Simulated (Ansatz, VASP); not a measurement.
# ZrC in VASP and in Ansatz

```
Zr C
1.0
     3.08464    0.00000    0.00000
     0.00000    3.08464    0.00000
     0.00000    0.00000    3.08464
Zr C
1 1
Direct
  0.50000 0.50000 0.50000
  0.00000 0.00000 0.00000
```

Alike in both runs: task relaxation of cell and atoms; functional PBE; k mesh 6 × 6 × 6; occupations gaussian, width 0.1 eV; no spin polarisation.

|  | VASP | Ansatz |
| --- | --- | --- |
| version | VASP 6.6.1 | Ansatz 0.2.0 |
| potentials or method | VASP PAW PBE potentials, release 64 (Zr_sv, C) | scalar-relativistic, plane waves, PAW |
| plane-wave cutoff (eV) | 600 | 420 |
| valence electrons in the cell | 16 | 16 |

VASP gave:

* gap on the k mesh at the Fermi level, each at its own relaxed structure (eV): none
* relaxed volume (Å³/atom): 12.49
* relaxed cell length with the largest relative difference (Å): 2.923
* energy change over the relaxation (meV/atom): -176

Task: What did Ansatz give for the same quantities?

Result: gap on the k mesh at the Fermi level, each at its own relaxed structure (eV): none; relaxed volume (Å³/atom): 12.49; relaxed cell length with the largest relative difference (Å): 2.923; energy change over the relaxation (meV/atom): -177.

A gap of «none» marks a metal or a gap that the smearing closes.
